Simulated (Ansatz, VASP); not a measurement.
Given: the input of a run of Ansatz 0.2.0 on Ta3N.

input.yaml

```yaml
crystal:
  lattice:
    - [3.0916944585, 0.0, 0.0]
    - [-1.5458472293, 2.6774859418, 0.0]
    - [0.0, 0.0, 7.6717065629]
  atoms:
    - { symbol: Ta, position: [0.6666666667, 0.3333333333, 0.82607] }
    - { symbol: Ta, position: [0.3333333333, 0.6666666667, 0.17393] }
    - { symbol: Ta, position: [0.0, 0.0, 0.5] }
    - { symbol: "N", position: [0.0, 0.0, 0.0] }
hamiltonian:
  xc: pbesol
  pseudopotentials: { kind: paw }
kpoints:
  mp_grid: { grid: [10, 10, 4] }
scf:
  occupations: { method: fermi_dirac, width: 0.05 }
output:
  forces: true
  stress: true
  eigenvalues: true
```

Potentials or basis: Ansatz PAW.

Launch:

```console
$ ansatz run input.yaml --threads 1 --pin off --max-ram 3584MiB --backend cpu --events-out ev --progress --plain --runs-dir out
```

Task: Set up the same calculation for VASP 6.6.1. Potentials there: VASP PAW PBE potentials, release 64 (Ta_pv, N).

Result: As run (the cutoff follows the program's own potentials):

INCAR

```
PREC     = Accurate       # precision mode
ENCUT    = 520            # plane-wave cutoff, eV
EDIFF    = 1E-6           # SCF threshold, eV
ISMEAR   = -1             # smearing method
SIGMA    = 0.05           # smearing width, eV
LREAL    = F              # projectors in reciprocal space
LASPH    = T              # aspherical terms in the spheres
NELM     = 60             # most SCF steps
ALGO     = Normal         # electronic algorithm
ISIF     = 2              # what is computed and relaxed
LWAVE    = F              # write WAVECAR
LCHARG   = T              # write CHGCAR
GGA      = PS             # functional
LELF     = T              # ELF
LVHAR    = T            
NBANDS   = 27             # bands
```

KPOINTS

```
regular mesh
0
Gamma
  10 10 4
```

File POSCAR:

```
Ta3N
1.0
    3.0916944585      0.0000000000      0.0000000000
   -1.5458472293      2.6774859418      0.0000000000
    0.0000000000      0.0000000000      7.6717065629
Ta N
3 1
Direct
    0.6666666667      0.3333333333      0.8260700000
    0.3333333333      0.6666666667      0.1739300000
    0.0000000000      0.0000000000      0.5000000000
    0.0000000000      0.0000000000      0.0000000000
```

Potentials or basis: VASP PAW PBE potentials, release 64 (Ta_pv, N).

Run with:

```sh
$ cat potpaw_PBE.64/Ta_pv/POTCAR potpaw_PBE.64/N/POTCAR > POTCAR
$ mpirun -np 1 vasp_std > vasp.out
```

Both were run:

|  | VASP | Ansatz | Ansatz less VASP |
| --- | --- | --- | --- |
| gap on the k mesh at the Fermi level (eV) | none | none | - |
| pressure (GPa) | -19.8 | -20.0 | -0.22 |
| largest component of the traceless stress (GPa) | 0.09 | 0.07 | -0.014 |
| rms of the force components (eV/Å) | 0.267 | 0.285 | +0.0177 |

Atom by atom the forces differ by 0.018 eV/Å (rms over components). A gap of «none» marks a metal or a gap that the smearing closes. The functional is the same, so the differences come from potentials, cutoffs and numerics. The two sets of potentials don't hold the same shells in valence.

Caveats: so large a pressure means that the cell lies far from this level's equilibrium, or that cutoff or potentials fall short (VASP); the potentials were made for another functional, which shifts forces and pressure (VASP); the PAW data sets come from PBE, with cores solved anew for the run's functional, which leaves a small shift of forces and pressure (Ansatz). The runs have no spin-orbit coupling, so splittings on Ta are missing.
